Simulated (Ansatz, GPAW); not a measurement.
This is a calculation of Cu (Copper) for GPAW 26.7.0 (ASE script). 

Contents of run.py:

```python
from ase.dft.bandgap import bandgap
from ase.io import read, write
from ase.units import GPa
from gpaw import GPAW, PW

atoms = read('Cu.xyz')

calc = GPAW(mode=PW(600),
            xc='PBE',
            kpts={'size': (13, 13, 13), 'gamma': True},
            occupations={'name': 'methfessel-paxton', 'order': 0, 'width': 0.019000000000000003},
            nbands=14,
            convergence={'density': 1e-05, 'energy': 1e-05},
            maxiter=150,
            txt='gpaw.txt')
atoms.calc = calc
energy = atoms.get_potential_energy()
forces = atoms.get_forces()
stress = atoms.get_stress()
calc.write('gs.gpw')
write('result.traj', atoms)
print(f'Energy: {energy:.6f} eV')
print('Forces (eV/A):')
print(forces.round(4))
print('Stress (GPa):', (stress / GPa).round(3))
print('Fermi level:', round(calc.get_fermi_level(), 4), 'eV')
print(f'Gap: {bandgap(calc)[0]:.4f} eV, direct: {bandgap(calc, direct=True)[0]:.4f} eV')
```

File Cu.xyz:

```xyz
1
Lattice="0.0000000000 1.8075000000 1.8075000000 1.8075000000 0.0000000000 1.8075000000 1.8075000000 1.8075000000 0.0000000000" Properties=species:S:1:pos:R:3 pbc="T T T"
Cu     0.0000000000      0.0000000000      0.0000000000
```

Potentials or basis: GPAW PAW data sets (gpaw-data 1.2.1), pw.

The run is started by

```console
$ OMP_NUM_THREADS=1 python run.py
```

Question: Set up the same calculation for Ansatz 0.2.0. Potentials or basis there: all-electron LAPW, scalar-relativistic.

Answer: As run (cutoffs and basis follow the program's own potentials, and thresholds, step limits or extra output files can differ):

File input.yaml:

```yaml
crystal:
  lattice:
    - [0.0, 1.8075, 1.8075]
    - [1.8075, 0.0, 1.8075]
    - [1.8075, 1.8075, 0.0]
  atoms:
    - { symbol: Cu, position: [0.0, 0.0, 0.0] }
kpoints:
  mp_grid: { grid: [13, 13, 13] }
scf:
  occupations: { method: gaussian, width: 0.019 }
hamiltonian:
  xc: pbe
  pseudopotentials: { kind: all_electron, lapw: { basis_error: 0.001 } }
output:
  forces: true
  stress: true
  eigenvalues: true
```

Potentials or basis: all-electron LAPW, scalar-relativistic.

Command:

```sh
$ ansatz run input.yaml --threads 1 --pin off --max-ram 3072MiB --backend cpu --events-out ev --progress --plain --runs-dir out
```

Both were run:

|  | GPAW | Ansatz |
| --- | --- | --- |
| Pressure | 3.1 GPa | 1.7 GPa |

Where Ansatz's input types no cutoff or centring, it takes its own default and a Γ-centred mesh.

The two runs disagree by more than potentials and bases usually give (in gap, levels, pressure or energy); the cause wasn't traced.

Pressure is positive in compression.
